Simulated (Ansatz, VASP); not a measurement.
**Two plane-wave programs on CsH**

File INCAR:

```
ALGO = Normal
EDIFF = 1E-6
ENCUT = 520
GGA = CA
ISIF = 2
ISMEAR = 0
LASPH = True
LCHARG = True
LELF = True
LREAL = False
LVHAR = True
LWAVE = False
NBANDS = 12
NELM = 60
PREC = Accurate
SIGMA = 0.05
```

Contents of KPOINTS:

```
k-points
0
Gamma
  8 8 8
```

Contents of POSCAR:

```
CsH
1.0
    3.8184085400      0.0000000000      0.0000000000
    0.0000000000      3.8184085400      0.0000000000
    0.0000000000      0.0000000000      4.0475130524
Cs H
1 1
Direct
    0.0000000000      0.0000000000      0.0000000000
    0.5000000000      0.5000000000      0.5000000000
```

Input for Ansatz:

```yaml
crystal:
  lattice:
    - [3.81840854, 0.0, 0.0]
    - [0.0, 3.81840854, 0.0]
    - [0.0, 0.0, 4.0475130524]
  atoms:
    - { symbol: Cs, position: [0.0, 0.0, 0.0] }
    - { symbol: H, position: [0.5, 0.5, 0.5] }
basis:
  ecutwfc: 420
kpoints:
  mp_grid: { grid: [8, 8, 8] }
hamiltonian:
  xc: lda
scf:
  occupations: { method: gaussian, width: 0.05 }
output:
  forces: true
  stress: true
  eigenvalues: true
```

Change from the starting cell: strain +0.0600 x Voigt [0, 0, 1, 0, 0, 0], atoms carried along.

Alike in both runs: task single point; functional LDA; k mesh 8 × 8 × 8; occupations gaussian, width 0.05 eV; no spin polarisation.

|  | VASP | Ansatz |
| --- | --- | --- |
| version | VASP 6.6.1 | Ansatz 0.2.0 |
| potentials or method | VASP PAW LDA potentials, release 64 (Cs_sv, H) | scalar-relativistic, plane waves, PAW |
| plane-wave cutoff (eV) | 520 | 420 |
| valence electrons in the cell | 10 | 10 |

|  | VASP | Ansatz | Ansatz less VASP |
| --- | --- | --- | --- |
| gap on the k mesh at the Fermi level (eV) | 2.00 | 2.02 | +0.025 |
| least direct gap on the mesh (eV) | 2.19 | 2.24 | +0.043 |
| pressure (GPa) | -2.3 | -2.4 | -0.03 |
| largest component of the traceless stress (GPa) | 1.30 | 1.29 | -0.011 |

Caveats: spin-orbit coupling is left out, which moves the levels of the heavy elements. A k mesh can miss the band edges.
